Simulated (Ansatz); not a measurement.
A calculation with Ansatz 0.2.0 of Pt (native input, structure typed inline):

The input input.yaml:

```yaml
crystal:
  lattice:
    - [2.76066562, 0.0, 0.0]
    - [-1.38033281, 2.3908065583, 0.0]
    - [0.0, 0.0, 4.792134]
  atoms:
    - { symbol: Pt, position: [0.3333333333, 0.6666666667, 0.25], spin: 0.5, spin_axis: [0.5, 0.0, 0.0] }
    - { symbol: Pt, position: [0.6666666667, 0.3333333333, 0.75], spin: 0.5, spin_axis: [-0.5, 0.0, 0.0] }
hamiltonian:
  xc: pbe
  pseudopotentials: { kind: paw_fr }
magnetization:
  noncollinear: true
  spin_orbit: true
kpoints:
  mp_grid: { grid: [11, 11, 6] }
scf:
  occupations: { method: fermi_dirac, width: 0.01 }
output:
  forces: true
  stress: true
  eigenvalues: true
  efg: {}
  write_density: true
  write_potential: true
  elf: true
  volumetric_format: npy
```

Potentials or basis: Ansatz PAW.

Run with:

```sh
$ ansatz run input.yaml --threads 2 --pin off --max-ram 5120MiB --backend cpu --events-out ev --progress --plain --runs-dir out
```

This isn't the form of Pt at room conditions, which is fcc.

Task: Write the same calculation in another form: ASE script, structure from a P1 CIF.

Result: As run:

run.py

```python
import json

import ase.io
import numpy as np

import ansatz as az

atoms = ase.io.read("Pt.cif")
atoms.info.pop("occupancy", None)
atoms.set_initial_magnetic_moments([[0.5, 0.0, 0.0], [-0.5, -0.0, -0.0]])

calculation = (
    az.Crystal.from_ase(atoms)
    .calculation()
    .kpoints(11, 11, 6)
    .functional("pbe")
    .pseudopotentials(kind="paw_fr")
    .spin("noncollinear", soc=True)
    .occupations(method="fermi_dirac", width=0.01)
    .electric_field_gradient()
    .forces()
    .stress()
    .band_table(publish=True)
)
outcome = calculation.run(threads=2, events_out="events.jsonl")

report = outcome.report
for line in open("events.jsonl"):
    event = json.loads(line)
    if event["event"] == "scf_iter":
        d = event["data"]
        print(f"SCF {d['iter']:3d}  HF = {d['harris_foulkes_ev']:.6f} eV  dr2 = {d['dr2_ev']:.2e} eV")
    elif event["event"] in ("relax_step", "md_step"):
        d = event["data"]
        print(f"{event['event']} {d['step']:3d}  E = {d['lagrangian_ev']:.6f} eV")
np.set_printoptions(precision=5, suppress=True, linewidth=110)
print("converged:", report["converged"], "after", report["n_iterations"], "iterations")
print(f"free energy {report['free_energy_ev']:.6f} eV, Fermi level {report['fermi_energy_ev']:.4f} eV")
for key in ("band_edges_ev", "magnetization_mub", "site_moments_mub", "site_moments_nc_mub", "forces_ev_ang",
                "stress_gpa"):
    if report.get(key) is not None:
        print(key, np.array(report[key]), sep="\n")
```

Pt.cif

```cif
data_Pt
_cell_length_a 2.76066562
_cell_length_b 2.76066562
_cell_length_c 4.79213400
_cell_angle_alpha 90.00000000
_cell_angle_beta 90.00000000
_cell_angle_gamma 120.00000000
_space_group_name_H-M_alt 'P1'
_space_group_name_Hall 'P 1'
_space_group_IT_number 1
loop_
_space_group_symop_operation_xyz
'x,y,z'
loop_
_atom_site_label
_atom_site_type_symbol
_atom_site_symmetry_multiplicity
_atom_site_Wyckoff_symbol
_atom_site_fract_x
_atom_site_fract_y
_atom_site_fract_z
_atom_site_occupancy
Pt1 Pt 1 a 0.3333333333 0.6666666667 0.2500000000 1
Pt2 Pt 1 a 0.6666666667 0.3333333333 0.7500000000 1
```

Potentials or basis: Ansatz PAW.

Command:

```console
$ python run.py
```

Both were run:

|  | native input, structure typed inline | ASE script, structure from a P1 CIF |
| --- | --- | --- |
| Pressure | -0.2 GPa | -0.2 GPa |
| Band gap on the k mesh | none (metal or under the smearing width) | none (metal or under the smearing width) |
| Net moment | 0.00 μB per cell | 0.00 μB per cell |
| Absolute moment | 0.00 μB per cell | 0.00 μB per cell |

Keys that steer only the numerical path or the files written may differ.

Caveat: the starting moments weren't kept; the thresholds are loose for stress.
